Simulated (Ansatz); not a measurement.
# Bi2TeSe2 (Skippenite) (R-3m) in Ansatz: notebook

The runs below take Bi2TeSe2 (Skippenite) through band structure, with LDA, r2SCAN.

Program: Ansatz 0.2.0. These are calculated values, not measurements. Logs are shortened: lines on timing, memory, paths and dates and some standing lists are left out, and cuts for length are marked.

## Step 1: The crystal as given

Symmetry: R-3m, No. 166, trigonal system. Conventional cell: a = 4.183 Å, b = 4.183 Å, c = 29.137 Å, α = 90.00°, β = 90.00°, γ = 120.00°. Around Bi (site symmetry 3m) lie 3 Se at 2.93 Å and 3 Te at 3.06 Å. Around Te (site symmetry -3m) lie 6 Bi at 3.06 Å. Around Se (site symmetry 3m) lie 3 Bi at 2.93 Å.

## Step 2: Band structure, LDA

The input, input.yaml:

```yaml
crystal:
  lattice:
    - [2.0915, 1.207528088, 9.7123333333]
    - [-2.0915, 1.207528088, 9.7123333333]
    - [0.0, -2.415056176, 9.7123333333]
  atoms:
    - { symbol: Bi, position: [0.60194, 0.60194, 0.60194] }
    - { symbol: Bi, position: [0.39806, 0.39806, 0.39806] }
    - { symbol: Te, position: [0.0, 0.0, 0.0] }
    - { symbol: Se, position: [0.7884, 0.7884, 0.7884] }
    - { symbol: Se, position: [0.2116, 0.2116, 0.2116] }
hamiltonian:
  xc: lda
  pseudopotentials: { kind: paw }
kpoints:
  mp_grid: { grid: [7, 7, 7] }
  band_path:
    path:
      - [[0.0, 0.0, 0.0], [0.5, 0.0, 0.0], [0.5, 0.1769718581, -0.1769718581]]
      - [[0.8230281419, 0.5, 0.1769718581], [0.5, 0.5, 0.5], [0.0, 0.0, 0.0], [0.3384859291, 0.0, -0.3384859291]]
      - [[0.6615140709, 0.3384859291, 0.0], [0.5, 0.5, 0.0], [0.6615140709, 0.6615140709, 0.1769718581], [0.5, 0.5, 0.5]]
      - [[0.5, 0.0, 0.0], [0.8230281419, 0.3384859291, 0.3384859291]]
    npoints: 14
scf:
  occupations: { method: fermi_dirac, width: 0.05 }
  n_extra_bands: 12
output:
  forces: true
  stress: true
  eigenvalues: true
  fatbands: true
```

Potentials or basis: Ansatz PAW.

On the command line:

```sh
ansatz run input.yaml --threads 2 --pin off --max-ram 5632MiB --backend cpu --events-out ev --progress --plain --runs-dir out
```

What it wrote:

```text
Warning: RAYON_NUM_THREADS=2 ignored (pool sized by the plan → 2); use --threads N
basis.fft_grid_basis auto: the FFT boxes are laid along the combinations [[1, 0, -1], [0, 1, -1], [0, 0, 1]] of the cell's own vectors, 4.183, 4.183 and 10.008 Å long. The dense box has 30×30×72 points. Along the cell's own vectors, as sized, it would have 72×72×72, 5.76 times as many. Of the 12 symmetry operations that the crystal satisfies within crystal.symmetry.tolerance (time reversal apart; of a slab, those that keep its plane) the dense box along the cell's own vectors carries 12, and the one as laid loses 8 of those. basis.fft_grid_basis: typed keeps the cell's own vectors: state it where this run's energies or levels are differenced outside the engine with another run's, or held beside a run that keeps those vectors.
scf.n_extra_bands = 12 over 39 filled bands (N_el = 78.0): the run solves 51 bands
Engine: ansatz 0.2.0, aarch64-unknown-linux-gnu
Pseudopotentials: kind: paw
Pseudopotential: Bi, paw, valence charge 15, recommended cutoff 420 eV (normal), Bi.paw.azcp
Pseudopotential: Te, paw, valence charge 16, recommended cutoff 420 eV (normal), Te.paw.azcp
Pseudopotential: Se, paw, valence charge 16, recommended cutoff 420 eV (normal), Se.paw.azcp
Functional definition: SPW92
  exchange = slater_x
  correlation = pw_c
Crystal: 5 atoms, lattice volume = 147.174 Å³
Basis set: ecut = 420 eV, 2835 PW (Γ), FFT grids on a1−a3, a2−a3, a3
Bands: 51, of which v1, the nominal top of the filled ones, is band 39 counted from 1 (38 counted from 0)
Symmetry: 12 space group operations
Space group: R-3m (ITA 166), of the structure as read, at distance tolerance 5.3e-5 Å
k-points: 44 of 343
Non-local potential: Bi, projectors of the file, l = 0: 2, l = 1: 2, l = 2: 2, l = 3: 2
Non-local potential: Te, projectors of the file, l = 0: 2, l = 1: 2, l = 2: 2, l = 3: 2
Non-local potential: Se, projectors of the file, l = 0: 2, l = 1: 2, l = 2: 3, l = 3: 1
PAW form: soft (Blöchl's): semilocal exchange-correlation on the pseudo side does not see the compensation charge
PAW frozen core: Bi, regenerated for the run's functional, and the local potential with it (the file was generated under x = pbe(κ = 0.804, μ = 0.2195149727645171), c = pbe(β = 0.06672455060314922))
PAW frozen core: Te, regenerated for the run's functional, and the local potential with it (the file was generated under x = pbe(κ = 0.804, μ = 0.2195149727645171), c = pbe(β = 0.06672455060314922))
PAW frozen core: Se, regenerated for the run's functional, and the local potential with it (the file was generated under x = pbe(κ = 0.804, μ = 0.2195149727645171), c = pbe(β = 0.06672455060314922))
PAW one-centre angular grid: Bi, 590 points (default); XC on 64 Gauss nodes
PAW one-centre angular grid: Te, 590 points (default); XC on 64 Gauss nodes
PAW one-centre angular grid: Se, 590 points (default); XC on 64 Gauss nodes
Initial density: superposition of atomic densities (neutral atoms: chi_scale 0, normalization atom), corrected by the library's trained network
Initial wavefunctions: pseudopotential atomic-orbital guess
Functional: x = slater, c = lda
SCF iter   1: F=—  HF=-41766.534086 eV  |F-HF|=—  |Δ(HF+E_count)|=         —  Δρ=4.40e-3  dr2=3.56e-2  ethr=1.77e-3  ⟨swp⟩=8.6  Hψ=10590  notcnv=0  defer=58
preconditioner: auto → Resta (q_TF=auto, 2.454 Å⁻¹)  ε∞=3.3  [insulator: Δε(μ)=0.348 eV  Ē_g=10.623 eV  σ=0.050 eV  W_gap=0.94  n_scr=42 (ndim 8)  ℏωp=16.2 eV  f_vac=0.036  D(μ)=0.01/eV (n_scr^D=0)  ε∞_Penn≈3.3]
SCF iter   2: F=—  HF=-41766.527480 eV  |F-HF|=—  |Δ(HF+E_count)|=   6.61e-3  Δρ=2.46e-3  dr2=1.06e-2  ethr=4.57e-5  ⟨swp⟩=2.0  Hψ=2958  notcnv=0  defer=173
SCF iter   3: F=—  HF=-41766.526430 eV  |F-HF|=—  |Δ(HF+E_count)|=   1.05e-3  Δρ=1.29e-3  dr2=5.10e-3  ethr=1.36e-5  ⟨swp⟩=2.0  Hψ=2399  notcnv=0  defer=173
SCF iter   4: F=—  HF=-41766.525795 eV  |F-HF|=—  |Δ(HF+E_count)|=   6.35e-4  Δρ=2.81e-4  dr2=1.53e-4  ethr=6.54e-6  ⟨swp⟩=1.2  Hψ=2095  notcnv=0  defer=173
SCF iter   5: F=—  HF=-41766.525776 eV  |F-HF|=—  |Δ(HF+E_count)|=   1.80e-5  Δρ=5.56e-5  dr2=5.69e-6  ethr=1.96e-7  ⟨swp⟩=2.8  Hψ=3801  notcnv=0  defer=173
SCF iter   6: F=—  HF=-41766.525782 eV  |F-HF|=—  |Δ(HF+E_count)|=   5.91e-6  Δρ=2.20e-5  dr2=9.41e-7  ethr=7.29e-9  ⟨swp⟩=2.0  Hψ=3747  notcnv=0  defer=173
SCF iter   7: F=-41766.525783 eV  HF=-41766.525783 eV  |F-HF|=3.53e-8  |Δ(HF+E_count)|=   3.53e-7  Δρ=5.93e-6  dr2=8.44e-8  ethr=1.28e-10  ⟨swp⟩=10.9  Hψ=12614  notcnv=0
SCF 1 converged in 7 iterations: F = -41766.525783 eV  dr2 = 8.44e-8
NSCF: frozen V_eff on 130 k-points
SCF converged after 7 iterations
Free energy (F): -41766.525783 eV
Harris-Foulkes:  -41766.525783 eV  (|F-HF|=3.53e-8)
Internal energy: -41766.525691 eV  (E = F + TS)
E sigma→0 (E₀):  -41766.525737 eV
Entropy (-TS):   -0.000091 eV (-0.018 meV/atom)
Fermi energy:    9.273751 eV
--- Per-component energies (eV) ---
  E_band       = -1226.569365
  E_kinetic    = 1025.750174
  E_local      = -9183.207293  (includes V_loc(G=0)·N_el)
  E_nonlocal   = -351.324253
  E_hartree    = 4205.168874
  E_xc         = -634.160583
  E_vxc        = -593.589738  (∫ρ·V_xc dr)
  E_paw        = -28869.526214  (= ΣΔE_a)
  E_vpaw       = -534.548952  (= ΣTr[D̂ρ^β])
  E_aug_tail   = -0.002462  (compensation charges beyond the density's cutoff)
  E_ewald      = -7964.327552
  E_core_change = 5.103616  (= ΣΔE_core)
  E_smearing   = -0.000091  (= −TS)
  E_closure    = -0.000000  (closes the sum)
  Σ components = -41766.525783   (vs F -41766.525783, Δ=0.00e0)
--- Forces (eV/Å), atoms counted from 1 ---
  atom   1  Bi     0.00000000     0.00000000    -1.77993065
  atom   2  Bi     0.00000000    -0.00000000     1.77993065
  atom   3  Te    -0.00000000    -0.00000000     0.00000000
  atom   4  Se     0.00000000     0.00000000    -0.61697139
  atom   5  Se     0.00000000    -0.00000000     0.61697139
  max |Σ_I F_I| component: 3.33e-16 eV/Å
--- Stress (GPa, compression-positive) ---
        0.398464       0.000000       0.000000
        0.000000       0.398464      -0.000000
        0.000000      -0.000000       0.475423
  P = ⅓ Tr σ = 0.4241 GPa (4.241 kbar)
--- Band table (eV; the first three rows and the last of 44) ---
  k-point 0: bands = ["-38.3045", "-38.3044", "-38.3021", "-38.3021", "-38.3014", "-38.3014", "-38.2907", "-38.2907", "-38.2907", "-38.2907", "-27.6353", "-27.6353", "-27.6322", "-27.6092", "-27.6092", "-13.8803", "-13.8803", "-13.8748", "-13.8748", "-13.8626", "-13.8601", "-13.8566", "-13.8566", "-13.8526", "-13.8526", "-5.1692", "-4.2961", "-3.3371", "-0.8880", "0.9006", "7.0036", "7.0458", "7.1925", "7.1925", "7.5489", "7.5489", "8.1566", "8.1566", "9.0706", "9.4609", "10.0522", "10.0522", "11.2758", "11.7111", "11.7111", "14.4981", "15.3119", "15.3402", "15.3402", "15.9586", "16.8179"]
  k-point 1: bands = ["-38.3045", "-38.3044", "-38.3021", "-38.3020", "-38.3014", "-38.3014", "-38.2907", "-38.2907", "-38.2907", "-38.2907", "-27.6355", "-27.6354", "-27.6319", "-27.6092", "-27.6088", "-13.8839", "-13.8777", "-13.8772", "-13.8717", "-13.8610", "-13.8590", "-13.8564", "-13.8558", "-13.8538", "-13.8515", "-4.9726", "-4.1467", "-3.2112", "-0.9591", "0.6320", "5.8737", "6.1886", "6.6380", "6.6802", "7.5451", "7.9588", "7.9609", "8.0127", "8.5043", "10.4315", "10.6133", "10.7662", "11.2310", "11.7633", "12.2608", "13.7997", "14.6634", "15.6497", "16.1733", "16.7009", "17.0563"]
  k-point 2: bands = ["-38.3045", "-38.3044", "-38.3021", "-38.3020", "-38.3015", "-38.3014", "-38.2908", "-38.2907", "-38.2907", "-38.2906", "-27.6359", "-27.6354", "-27.6314", "-27.6091", "-27.6078", "-13.8930", "-13.8855", "-13.8733", "-13.8666", "-13.8641", "-13.8589", "-13.8525", "-13.8506", "-13.8482", "-13.8475", "-4.4035", "-3.7534", "-2.8945", "-1.2802", "-0.1012", "4.4556", "5.6557", "5.6929", "5.9904", "6.8743", "6.9075", "8.0380", "8.0991", "8.5809", "10.2972", "10.7388", "10.9147", "12.2886", "12.5155", "12.8344", "13.7103", "15.3246", "15.7675", "16.6994", "17.2288", "17.5686"]
  k-point 43: bands = ["-38.3045", "-38.3044", "-38.3021", "-38.3020", "-38.3014", "-38.3014", "-38.2907", "-38.2907", "-38.2907", "-38.2907", "-27.6355", "-27.6354", "-27.6319", "-27.6092", "-27.6088", "-13.8839", "-13.8777", "-13.8772", "-13.8717", "-13.8609", "-13.8590", "-13.8564", "-13.8558", "-13.8538", "-13.8515", "-4.8709", "-4.4181", "-2.8713", "-1.2738", "0.7940", "5.7706", "6.4418", "6.6964", "6.7547", "7.2866", "7.3356", "8.1610", "8.2518", "8.9055", "9.8622", "10.3691", "10.8693", "11.5734", "11.9310", "12.3201", "13.9916", "14.8135", "15.6403", "15.7117", "16.2469", "16.7131"]
```

It took 33 s on 2 threads of Arm Neoverse V2, shared host; peak memory 0.66 GiB.

What came out:

```yaml
Free_energy: -41766.5258 eV
Pressure: 0.4 GPa
Largest_force: 1.780 eV/Å
Band_gap_on_the_k_mesh: 0.39 eV, direct
Band_gap_along_the_path: 0.39 eV, direct
```

Forces on the atoms (eV/Å):
```
Bi   0.000  0.000 -1.780
Bi   0.000  0.000  1.780
Te   0.000  0.000  0.000
Se   0.000  0.000 -0.617
Se   0.000  0.000  0.617
```

Stress tensor (GPa, compression positive):
```
0.40 0.00 0.00
0.00 0.40 0.00
0.00 0.00 0.48
```

Levels at the corners of the path, in eV from the valence-band top:
| point | band 36 | band 37 | band 38 | band 39 | band 40 | band 41 | band 42 | band 43 |
| --- | --- | --- | --- | --- | --- | --- | --- | --- |
| Γ | -1.52 | -0.91 | -0.91 | 0.00 | 0.39 | 0.98 | 0.98 | 2.21 |
| L | -2.63 | -2.11 | -0.96 | -0.47 | 0.84 | 1.44 | 2.71 | 3.39 |
| B1 | -2.53 | -1.78 | -0.89 | -0.63 | 1.60 | 1.82 | 2.54 | 4.11 |
| B | -2.53 | -1.78 | -0.89 | -0.63 | 1.60 | 1.82 | 2.54 | 4.11 |
| Z | -1.31 | -1.17 | -1.17 | -0.46 | 0.91 | 1.26 | 1.26 | 1.91 |
| Γ | -1.52 | -0.91 | -0.91 | 0.00 | 0.39 | 0.98 | 0.98 | 2.21 |
| X | -2.86 | -1.61 | -1.12 | -0.57 | 1.53 | 2.20 | 2.31 | 4.37 |
| Q | -2.86 | -1.61 | -1.12 | -0.57 | 1.53 | 2.20 | 2.31 | 4.37 |
| F | -1.86 | -1.73 | -1.49 | -0.88 | 1.28 | 1.81 | 2.05 | 3.16 |
| P1 | -2.31 | -1.32 | -1.26 | -1.09 | 1.43 | 1.69 | 1.87 | 3.11 |
| Z | -1.31 | -1.17 | -1.17 | -0.46 | 0.91 | 1.26 | 1.26 | 1.91 |
| L | -2.63 | -2.11 | -0.96 | -0.47 | 0.84 | 1.44 | 2.71 | 3.39 |
| P | -2.31 | -1.32 | -1.26 | -1.09 | 1.43 | 1.69 | 1.87 | 3.11 |

Caveat: spin-orbit coupling is left out, which as a rule narrows the gap of such compounds by several tenths of an eV; the PAW data sets come from PBE, with cores solved anew for the run's functional, which leaves a small shift of forces and pressure; forces of over 1 eV/Å show positions far from the minimum, so gaps and moduli don't describe the material at rest. LDA gaps usually lie below the measured ones, often by a third to a half.

## Step 3: Band structure, r2SCAN

input.yaml, as its differences from that of step 2:

```diff
@@ -12,3 +12,3 @@
 hamiltonian:
-  xc: lda
+  xc: r2scan
   pseudopotentials: { kind: paw }
@@ -30,2 +30,2 @@
   eigenvalues: true
-  fatbands: true
+  fatbands: false
```

Potentials or basis: Ansatz PAW.

On the command line:

```sh
ansatz run input.yaml --threads 2 --pin off --max-ram 5632MiB --backend cpu --events-out ev --progress --plain --runs-dir out
```

It took 40 s on 2 threads of Arm Neoverse V2, shared host; peak memory 0.98 GiB.

The run converged. Its results:

```yaml
Free_energy: -42774.4110 eV
Pressure: 3.8 GPa
Largest_force: 2.040 eV/Å
Band_gap_on_the_k_mesh: 0.75 eV, direct
Band_gap_along_the_path: 0.75 eV, direct
```

Forces on the atoms (eV/Å):
```
Bi   0.000  0.000 -2.040
Bi   0.000  0.000  2.040
Te   0.000  0.000  0.000
Se   0.000  0.000 -0.710
Se   0.000  0.000  0.710
```

Stress tensor (GPa, compression positive):
```
3.68 0.00 0.00
0.00 3.68 0.00
0.00 0.00 4.04
```

Levels at the corners of the path, in eV from the valence-band top:
```
point  band 35  band 36  band 37  band 38  band 39  band 40  band 41  band 42  band 43  band 44
    Γ    -1.69    -1.69    -1.09    -1.09     0.00     0.75     1.08     1.08     2.47     2.83
    L    -2.96    -2.82    -2.22    -1.14    -0.52     1.13     1.57     2.91     3.70     3.84
   B1    -3.37    -2.67    -1.91    -1.01    -0.70     1.87     2.02     2.75     4.43     5.11
    B    -3.37    -2.67    -1.91    -1.01    -0.70     1.87     2.02     2.75     4.43     5.11
    Z    -1.47    -1.35    -1.35    -1.26    -0.41     1.17     1.34     1.34     2.21     2.55
    Γ    -1.69    -1.69    -1.09    -1.09     0.00     0.75     1.08     1.08     2.47     2.83
    X    -3.08    -2.98    -1.76    -1.20    -0.67     1.78     2.40     2.52     4.68     4.75
    Q    -3.08    -2.98    -1.76    -1.20    -0.67     1.78     2.40     2.52     4.68     4.75
    F    -2.42    -1.91    -1.81    -1.67    -0.97     1.53     2.02     2.16     3.46     3.63
   P1    -2.55    -2.39    -1.50    -1.38    -1.09     1.69     1.88     1.98     3.43     3.84
    Z    -1.47    -1.35    -1.35    -1.26    -0.41     1.17     1.34     1.34     2.21     2.55
    L    -2.96    -2.82    -2.22    -1.14    -0.52     1.13     1.57     2.91     3.70     3.84
    P    -2.55    -2.39    -1.50    -1.38    -1.09     1.69     1.88     1.98     3.43     3.84
```

Caveat: spin-orbit coupling is left out, which as a rule narrows the gap of such compounds by several tenths of an eV; the PAW data sets come from PBE, with cores solved anew for the run's functional, which leaves a small shift of forces and pressure; forces of over 1 eV/Å show positions far from the minimum, so gaps and moduli don't describe the material at rest. r2SCAN opens gaps a little over a GGA but as a rule still falls short of measured ones.
